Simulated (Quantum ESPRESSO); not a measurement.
## CdS (Hawleyite) under changes of volume

One of the cells (24.808 Å³/atom); the others are scaled copies at fixed shape and fractional positions:

```
Cd S
1.0
     0.00000    2.91650    2.91650
     2.91650    0.00000    2.91650
     2.91650    2.91650    0.00000
Cd S
1 1
Direct
  0.00000 0.00000 0.00000
  0.75000 0.75000 0.75000
```

| Property | Result |
| --- | --- |
| Program | Quantum ESPRESSO 7.5 |
| Functional | r2SCAN |
| Potentials or basis | SG15 PBE 1.2 |
| Cutoff | 952 eV |
| Density cutoff | 3810 eV |
| k mesh | 6 × 6 × 6 |
| Occupations | fermi-dirac, width 0.05 eV |
| Spin | no spin polarisation |

```csv
volume (Å³/atom),energy over the lowest point (meV/atom),pressure (GPa),gap on the mesh (eV)
23.319,?,?,?
23.815,20.13,4.4,1.53
24.312,8.92,2.8,1.48
24.808,2.37,1.4,1.44
25.304,0.00,0.1,1.39
25.800,1.38,-1.0,1.35
26.296,6.14,-2.1,1.30
```

Problem. What does the run at 23.319 Å³/atom give?

Solution. Energy over the lowest point 36.55 meV/atom; pressure 6.2 GPa; gap on the mesh 1.57 eV.

Worked out: A Birch-Murnaghan fit of order 3 (a polynomial in V^(-2/3)) to the other rows has its minimum at 25.36 Å³/atom with B0 = V·E''(V) = 61 GPa and B' = 4.4. It gives 36.49 meV/atom at 23.319 Å³/atom, against the run's 36.55, and -dE/dV = 6.2 GPa, against 6.2. A straight line through the other rows of the gap, of slope -2.29 eV per unit of ln V (its deformation potential), extrapolates to 1.58 eV, against the run's 1.57.

Energies are extrapolated to zero smearing.

Caveats: the potentials were made for another functional, which shifts forces and pressure.

Spin-orbit coupling on Cd is left out.
